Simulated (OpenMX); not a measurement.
Write the native input for OpenMX 3.8.5 that does the following.

```yaml
Task: band structure
Functional: PBE
Potentials_or_basis: OpenMX 2013 PBE set, K10.0-s3p2d1, grid cutoff 300 Ry
k_mesh: 7 × 7 × 7
Occupations: fermi-dirac, width 0.05 eV
Spin: no spin polarisation
Mixing_scheme: rmm-diisk
SCF_threshold: 1e-08 Ha
Solver: band
Max_SCF_cycles: 100
```

Crystal: K.

```
K
1.0
    -2.69756    2.69756    2.69756
     2.69756   -2.69756    2.69756
     2.69756    2.69756   -2.69756
K
1
Direct
  0.00000 0.00000 0.00000
```

These files were run (other wordings do the same):

K.dat

```
System.CurrrentDirectory             ./
System.Name                          K
DATA.PATH                            ./DFT_DATA13
level.of.stdout                      1
level.of.fileout                     0
Species.Number                       1
<Definition.of.Atomic.Species
  K   K10.0-s3p2d1           K_PBE13
Definition.of.Atomic.Species>

Atoms.Number                         1
Atoms.SpeciesAndCoordinates.Unit     FRAC
<Atoms.SpeciesAndCoordinates
    1  K     0.0000000000    0.0000000000    0.0000000000   4.500  4.500
Atoms.SpeciesAndCoordinates>

Atoms.UnitVectors.Unit               Ang
<Atoms.UnitVectors
    -2.6975585167    2.6975585167    2.6975585167
     2.6975585167   -2.6975585167    2.6975585167
     2.6975585167    2.6975585167   -2.6975585167
Atoms.UnitVectors>

scf.XcType                           GGA-PBE
scf.SpinPolarization                 off
scf.ElectronicTemperature            580.226
scf.energycutoff                     300.0
scf.maxIter                          100
scf.EigenvalueSolver                 band
scf.Kgrid                            7 7 7
scf.Mixing.Type                      rmm-diisk
scf.Init.Mixing.Weight               0.05
scf.Min.Mixing.Weight                0.001
scf.Max.Mixing.Weight                0.3
scf.Mixing.History                   25
scf.Mixing.StartPulay                8
scf.criterion                        1.0e-8
scf.stress.tensor                    on
MD.Type                              nomd
Band.dispersion                      on
Band.Nkpath                          6
<Band.kpath
   17   0.000000  0.000000  0.000000    0.500000 -0.500000  0.500000  G H
   12   0.500000 -0.500000  0.500000    0.000000  0.000000  0.500000  H N
   12   0.000000  0.000000  0.500000    0.000000  0.000000  0.000000  N G
   15   0.000000  0.000000  0.000000    0.250000  0.250000  0.250000  G P
   15   0.250000  0.250000  0.250000    0.500000 -0.500000  0.500000  P H
    9   0.250000  0.250000  0.250000    0.000000  0.000000  0.500000  P N
Band.kpath>
```

Potentials or basis: OpenMX 2013 PBE set, K10.0-s3p2d1, grid cutoff 300 Ry.

Command:

```console
$ openmx K.dat -nt 1 > K.std
```

It gave:

- Pressure: -0.2 GPa
- Band gap along the path: none (metal or under the smearing width)

Caveat: the basis of atomic orbitals isn't converged, which shifts pressures, moduli and gaps.

Run time: 26 s on 1 thread of AMD EPYC 7R43 64-Core Processor (Zen 3) (shared host), peak memory 0.53 GiB.
